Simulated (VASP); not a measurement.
# KCl (Fm-3m) in VASP: a series of runs, part 2 of 2

VASP 6.6.1. The steps go on from the part before.

### 3 Electric field gradients, PBE (volume scaled by 0.9405)

The input, INCAR:

```
PREC = Accurate
ENCUT = 520
EDIFF = 1E-8
ISMEAR = -1
SIGMA = 0.03
LREAL = False
LASPH = True
NELM = 100
ALGO = Normal
ISIF = 2
LWAVE = False
LCHARG = False
GGA = PE
LEFG = True
NBANDS = 15
```

The input, KPOINTS:

```
Automatic mesh
0
Gamma
  7 7 7
```

The input, POSCAR:

```
KCl
1.0
    0.0000000000      3.0922197893      3.0922197893
    3.0922197893      0.0000000000      3.0922197893
    3.0922197893      3.0922197893      0.0000000000
K Cl
1 1
Direct
    0.0000000000      0.0000000000      0.0000000000
    0.5000000000      0.5000000000      0.5000000000
```

Potentials or basis: VASP PAW PBE potentials, release 64 (K_sv, Cl).

The run is started by

```
$ cat potpaw_PBE.64/K_sv/POTCAR potpaw_PBE.64/Cl/POTCAR > POTCAR
$ mpirun -np 1 vasp_std > vasp.out
```

OUTCAR:

```text
PREC = Accurate
   ENCUT = 520
   EDIFF = 1E-8
   ISMEAR = -1
   LREAL = False
   LASPH = True
   NELM = 100
   ISIF = 2
   GGA = PE

 ion  position               nearest neighbor table
   1  0.000  0.000  0.000-   2 3.09   2 3.09   2 3.09   2 3.09   2 3.09   2 3.09
   2  0.500  0.500  0.500-   1 3.09   1 3.09   1 3.09   1 3.09   1 3.09   1 3.09

  LATTYP: Found a face centered cubic cell.
 ALAT       =     6.1844395786

  Lattice vectors:

 A1 = (   0.0000000000,   3.0922197893,   3.0922197893)
 A2 = (   3.0922197893,   0.0000000000,   3.0922197893)
 A3 = (   3.0922197893,   3.0922197893,   0.0000000000)

Analysis of symmetry for initial positions (statically):
=====================================================================
 Subroutine PRICEL returns:
 Original cell was already a primitive cell.

 Routine SETGRP: Setting up the symmetry group for a
 face centered cubic supercell.

 Subroutine GETGRP returns: Found 48 space group operations
 (whereof 48 operations were pure point group operations)
 out of a pool of 48 trial point group operations.

The static configuration has the point symmetry O_h .

Analysis of symmetry for dynamics (positions and initial velocities):
=====================================================================
 Subroutine PRICEL returns:
 Original cell was already a primitive cell.

 Routine SETGRP: Setting up the symmetry group for a
 face centered cubic supercell.

 Subroutine GETGRP returns: Found 48 space group operations
 (whereof 48 operations were pure point group operations)
 out of a pool of 48 trial point group operations.
[... 498 lines left out ...]
      4     -12.2462      2.00000
      5     -12.0591      2.00000
      6      -2.2563      2.00000
      7      -2.1597      2.00000
      8      -2.0207      2.00000
      9       6.1608      0.00000
     10       6.9138      0.00000
     11       8.1579      0.00000
     12       8.5248      0.00000
     13       9.9565      0.00000
     14      10.0921      0.00000
     15      11.0204      0.00000

------------------------ aborting loop because EDIFF is reached ----------------------------------------

  FORCE on cell =-STRESS in cart. coord.  units (eV):
  Direction    XX          YY          ZZ          XY          YZ          ZX
  --------------------------------------------------------------------------------------
  -------------------------------------------------------------------------------------
  Total        0.7237590      0.7237590      0.7237590     -0.0000000      0.0000000      0.0000000
  in kB       19.6093635     19.6093635     19.6093635     -0.0000000      0.0000000      0.0000000
  external PRESSURE =      19.6093635 kB  Pullay stress =       0.0000000 kB

 VOLUME and BASIS-vectors are now :
 -----------------------------------------------------------------------------
  energy-cutoff  :      520.00
  volume of cell :       59.13
      direct lattice vectors                 reciprocal lattice vectors
     0.000000000  3.092219789  3.092219789    -0.161696139  0.161696139  0.161696139
     3.092219789  0.000000000  3.092219789     0.161696139 -0.161696139  0.161696139
     3.092219789  3.092219789  0.000000000     0.161696139  0.161696139 -0.161696139

 POSITION                                       TOTAL-FORCE (eV/Angst)
 -----------------------------------------------------------------------------------
      0.00000      0.00000      0.00000         0.000000      0.000000      0.000000
      3.09222      3.09222      3.09222        -0.000000     -0.000000     -0.000000
 -----------------------------------------------------------------------------------
    total drift:                                0.000000      0.000000      0.000000

  FREE ENERGIE OF THE ION-ELECTRON SYSTEM (eV)
  ---------------------------------------------------
  free  energy   TOTEN  =        -6.7764156139 eV

  energy  without entropy=       -6.7764156138  energy(sigma->0) =       -6.77641561

 Electric field gradients (V/A^2)
---------------------------------------------------------------------
 ion       V_xx      V_yy      V_zz      V_xy      V_xz      V_yz
---------------------------------------------------------------------
   1       0.000    -0.000    -0.000     0.000     0.000     0.000
   2       0.000    -0.000    -0.000     0.001     0.001     0.001
---------------------------------------------------------------------

 Electric field gradients after diagonalization (V/A^2)
 (convention: |V_zz| > |V_xx| > |V_yy|)
----------------------------------------------------------------------
 ion       V_xx      V_yy      V_zz     asymmetry (V_yy - V_xx)/ V_zz
----------------------------------------------------------------------
   1      -0.000    -0.000     0.000       0.000
   2      -0.001    -0.001     0.001       0.000
----------------------------------------------------------------------

           NMR quadrupolar parameters

 Cq : quadrupolar parameter    Cq=e*Q*V_zz/h
 eta: asymmetry parameters     (V_yy - V_xx)/ V_zz
 Q  : nuclear electric quadrupole moment in mb (millibarn)
----------------------------------------------------------------------
 ion       Cq(MHz)       eta       Q (mb)
----------------------------------------------------------------------
   1       0.000       0.000       1.000
   2       0.000       0.000       1.000
----------------------------------------------------------------------
```

stdout:

```text
POSCAR found type information on POSCAR K Cl
 POSCAR found :  2 types and       2 ions
 scaLAPACK will be used
 LDA part: xc-table for (Slater+PW92), standard interpolation
 POSCAR, INCAR and KPOINTS ok, starting setup
 FFT: planning ... GRIDC
 FFT: planning ... GRID_SOFT
 FFT: planning ... GRID
 WAVECAR not read
 entering main loop
ion   1

ion   2
```

Run time: 22 s. Hardware: 1 thread of Intel Xeon Platinum 8259CL at 2.50GHz (Skylake/Cascade Lake), shared host; peak memory 0.2 GiB.

Results:

```
Free energy            : -6.7764 eV
Pressure               : 2.0 GPa
Band gap on the k mesh : 5.37 eV, direct
```

Levels at points of the mesh, in eV from the valence-band top:
```csv
k point,band 4,band 5,band 6,band 7,band 8,band 9,band 10,band 11,band 12,band 13
"(0.00, 0.00, 0.00)",-10.54,-10.54,0.00,0.00,0.00,5.37,8.40,8.40,8.40,9.31
```

Caveat: the cell differs from its parent crystal (volume scaled by 0.9405); without QUAD_EFG the Cq values of the log hold for a quadrupole moment of 1 mb, not for the nuclei.

### 4 Electric field gradients, PBE

This run uses another cell than the first one, of 31.44 Å³/atom, 1.063 times its volume.

The input, INCAR:

```
SYSTEM = KCl
PREC = Accurate
ENCUT = 520
EDIFF = 1E-8
ISMEAR = -1
SIGMA = 0.03
LREAL = .False.
LASPH = .True.
NELM = 100
ALGO = Normal
ISIF = 2
LWAVE = .False.
LCHARG = .False.
GGA = PE
LEFG = .True.
NBANDS = 15
```

The input, KPOINTS:

```
Automatic mesh
0
Gamma
  7 7 7
  0 0 0
```

The input, POSCAR:

```
KCl
1.0
    0.0000000000      3.1561000000      3.1561000000
    3.1561000000      0.0000000000      3.1561000000
    3.1561000000      3.1561000000      0.0000000000
K Cl
1 1
Direct
    0.0000000000      0.0000000000      0.0000000000
    0.5000000000      0.5000000000      0.5000000000
```

Potentials or basis: VASP PAW PBE potentials, release 64 (K_sv, Cl).

The run is started by

```
$ cat potpaw_PBE.64/K_sv/POTCAR potpaw_PBE.64/Cl/POTCAR > POTCAR
$ mpirun -np 1 vasp_std > vasp.out
```

OUTCAR:

```text
SYSTEM = KCl
   PREC = Accurate
   ENCUT = 520
   EDIFF = 1E-8
   ISMEAR = -1
   LREAL = .False.
   LASPH = .True.
   NELM = 100
   ISIF = 2
   GGA = PE

 ion  position               nearest neighbor table
   1  0.000  0.000  0.000-   2 3.16   2 3.16   2 3.16   2 3.16   2 3.16   2 3.16
   2  0.500  0.500  0.500-   1 3.16   1 3.16   1 3.16   1 3.16   1 3.16   1 3.16

  LATTYP: Found a face centered cubic cell.
 ALAT       =     6.3122000000

  Lattice vectors:

 A1 = (   0.0000000000,   3.1561000000,   3.1561000000)
 A2 = (   3.1561000000,   0.0000000000,   3.1561000000)
 A3 = (   3.1561000000,   3.1561000000,   0.0000000000)

Analysis of symmetry for initial positions (statically):
=====================================================================
 Subroutine PRICEL returns:
 Original cell was already a primitive cell.

 Routine SETGRP: Setting up the symmetry group for a
 face centered cubic supercell.

 Subroutine GETGRP returns: Found 48 space group operations
 (whereof 48 operations were pure point group operations)
 out of a pool of 48 trial point group operations.

The static configuration has the point symmetry O_h .

Analysis of symmetry for dynamics (positions and initial velocities):
=====================================================================
 Subroutine PRICEL returns:
 Original cell was already a primitive cell.

 Routine SETGRP: Setting up the symmetry group for a
 face centered cubic supercell.

 Subroutine GETGRP returns: Found 48 space group operations
 (whereof 48 operations were pure point group operations)
 out of a pool of 48 trial point group operations.

The dynamic configuration has the point symmetry O_h .

 Subroutine INISYM returns: Found 48 space group operations
 (whereof 48 operations are pure point group operations),
 and found     1 'primitive' translations

----------------------------------------------------------------------------------------

                                     Primitive cell

  volume of cell :      62.8756

  direct lattice vectors                    reciprocal lattice vectors
     0.000000000  3.156100000  3.156100000    -0.158423371  0.158423371  0.158423371
     3.156100000  0.000000000  3.156100000     0.158423371 -0.158423371  0.158423371
     3.156100000  3.156100000  0.000000000     0.158423371  0.158423371 -0.158423371

  length of vectors
     4.463399424  4.463399424  4.463399424     0.274397327  0.274397327  0.274397327

  position of ions in fractional coordinates (direct lattice)
     0.000000000  0.000000000  0.000000000
     0.500000000  0.500000000  0.500000000

  ion indices of the primitive-cell ions
   primitive index   ion index
                 1           1
                 2           2

----------------------------------------------------------------------------------------

 KPOINTS: Automatic mesh

Automatic generation of k-mesh.
 Grid dimensions read from file:
 generate k-points for:    7    7    7

[... 75 lines left out ...]
   IALGO  =     38    algorithm
   IMIX   =      4    mixing-type and parameters
     AMIX     =   0.40;   BMIX     =  1.00
     AMIX_MAG =   1.60;   BMIX_MAG =  1.00
  volume/ion in A,a.u.               =      31.44       212.15
  Fermi-wavevector in a.u.,A,eV,Ry     =   1.037419  1.960437 14.643101  1.076238
  Thomas-Fermi vector in A             =   2.171856
   LORBIT       =      0    0 simple, 1 ext, 2 COOP (PROOUT), +10 PAW based schemes
   GGA     = PE    functional components
   LHFCALC =     F    Hartree Fock is set to
   AEXX    =    0.0000 exact exchange contribution
   IVDW    =     0    specifies the selected vdW correction
   LEPSILON=     F    determine dielectric tensor
   LRPA    =     F    only Hartree local field effects (RPA)
 non-spin polarized calculation
  energy-cutoff  :      520.00
  volume of cell :       62.88
 maximum number of plane-waves:      1716
 NGX is ok and might be reduce to    36
   NGX = 17   NGY = 17   NGZ = 17

 number of electron      16.0000000 magnetization

 Free energy of the ion-electron system (eV)
  ---------------------------------------------------
  ext. energy  EPLUGINS =         0.00000000
  ---------------------------------------------------
  free energy    TOTEN  =        -6.80651855 eV

  energy without entropy =       -6.80651855  energy(sigma->0) =       -6.80651855

 E-fermi :  -1.1523     XC(G=0):  -7.5016

 val. band max:       -1.8782643447   @ k =   0.0000   0.0000   0.0000
 cond. band min:       3.2771866666   @ k =   0.0000   0.0000   0.0000
 fundamental gap:      5.1554510113
 Fermi energy:        -1.1523404634

 k-point     1 :       0.0000    0.0000    0.0000
  band No.  band energies     occupation
      1     -29.0987      2.00000
      2     -13.9857      2.00000
      3     -12.5593      2.00000
      4     -12.5593      2.00000
      5     -12.5593      2.00000
      6      -1.8783      2.00000
      7      -1.8783      2.00000
      8      -1.8783      2.00000
      9       3.2772      0.00000
     10       6.4971      0.00000
     11       6.4971      0.00000
     12       6.4971      0.00000
     13       7.3686      0.00000
     14       7.3686      0.00000
[... 329 lines left out ...]
      2     -13.9974      2.00000
      3     -12.6600      2.00000
      4     -12.6255      2.00000
      5     -12.4703      2.00000
      6      -2.4505      2.00000
      7      -2.3782      2.00000
      8      -2.2363      2.00000
      9       5.8387      0.00000
     10       6.5319      0.00000
     11       7.6057      0.00000
     12       8.0037      0.00000
     13       9.4719      0.00000
     14       9.5585      0.00000
     15      10.3925      0.00000

------------------------ aborting loop because EDIFF is reached ----------------------------------------

  FORCE on cell =-STRESS in cart. coord.  units (eV):
  Direction    XX          YY          ZZ          XY          YZ          ZX
  --------------------------------------------------------------------------------------
  -------------------------------------------------------------------------------------
  Total        0.2347118      0.2347118      0.2347118      0.0000000      0.0000000     -0.0000000
  in kB        5.9808533      5.9808533      5.9808533      0.0000000      0.0000000     -0.0000000
  external PRESSURE =       5.9808533 kB  Pullay stress =       0.0000000 kB

 VOLUME and BASIS-vectors are now :
 -----------------------------------------------------------------------------
  energy-cutoff  :      520.00
  volume of cell :       62.88
      direct lattice vectors                 reciprocal lattice vectors
     0.000000000  3.156100000  3.156100000    -0.158423371  0.158423371  0.158423371
     3.156100000  0.000000000  3.156100000     0.158423371 -0.158423371  0.158423371
     3.156100000  3.156100000  0.000000000     0.158423371  0.158423371 -0.158423371

 POSITION                                       TOTAL-FORCE (eV/Angst)
 -----------------------------------------------------------------------------------
      0.00000      0.00000      0.00000         0.000000     -0.000000     -0.000000
      3.15610      3.15610      3.15610        -0.000000      0.000000      0.000000
 -----------------------------------------------------------------------------------
    total drift:                                0.000000      0.000000      0.000000

  FREE ENERGIE OF THE ION-ELECTRON SYSTEM (eV)
  ---------------------------------------------------
  free  energy   TOTEN  =        -6.8065185513 eV

  energy  without entropy=       -6.8065185513  energy(sigma->0) =       -6.80651855

 Electric field gradients (V/A^2)
---------------------------------------------------------------------
 ion       V_xx      V_yy      V_zz      V_xy      V_xz      V_yz
---------------------------------------------------------------------
   1       0.000     0.000     0.000    -0.000    -0.000    -0.000
   2      -0.000     0.000    -0.000     0.000     0.000     0.000
---------------------------------------------------------------------

 Electric field gradients after diagonalization (V/A^2)
 (convention: |V_zz| > |V_xx| > |V_yy|)
----------------------------------------------------------------------
 ion       V_xx      V_yy      V_zz     asymmetry (V_yy - V_xx)/ V_zz
----------------------------------------------------------------------
   1       0.000     0.000    -0.001       0.000
   2      -0.000    -0.000     0.000       0.000
----------------------------------------------------------------------

           NMR quadrupolar parameters

 Cq : quadrupolar parameter    Cq=e*Q*V_zz/h
 eta: asymmetry parameters     (V_yy - V_xx)/ V_zz
 Q  : nuclear electric quadrupole moment in mb (millibarn)
----------------------------------------------------------------------
 ion       Cq(MHz)       eta       Q (mb)
----------------------------------------------------------------------
   1      -0.000       0.000       1.000
   2       0.000       0.000       1.000
----------------------------------------------------------------------
```

It took 24 s on 1 thread of Intel Xeon Platinum 8259CL at 2.50GHz (Skylake/Cascade Lake), shared host; peak memory 0.2 GiB.

Results:

* Free energy: -6.8065 eV
* Pressure: 0.6 GPa
* Band gap on the k mesh: 5.16 eV, direct

Levels at points of the mesh, in eV from the valence-band top:
```csv
k point,band 4,band 5,band 6,band 7,band 8,band 9,band 10,band 11,band 12,band 13
"(0.00, 0.00, 0.00)",-10.68,-10.68,0.00,0.00,0.00,5.16,8.38,8.38,8.38,9.25
```

Caveat: without QUAD_EFG the Cq values of the log hold for a quadrupole moment of 1 mb, not for the nuclei.

### 5 Against experiment

Step 4. A measured gap of KCl is 8.68 eV (a printed reference work, monograph); the calculated 5.16 eV misses it by -3.52 eV. The value is that of PBE on a finite k mesh, which can miss the band edges, without temperature or zero-point motion. Semilocal functionals fall short of measured gaps as a rule.
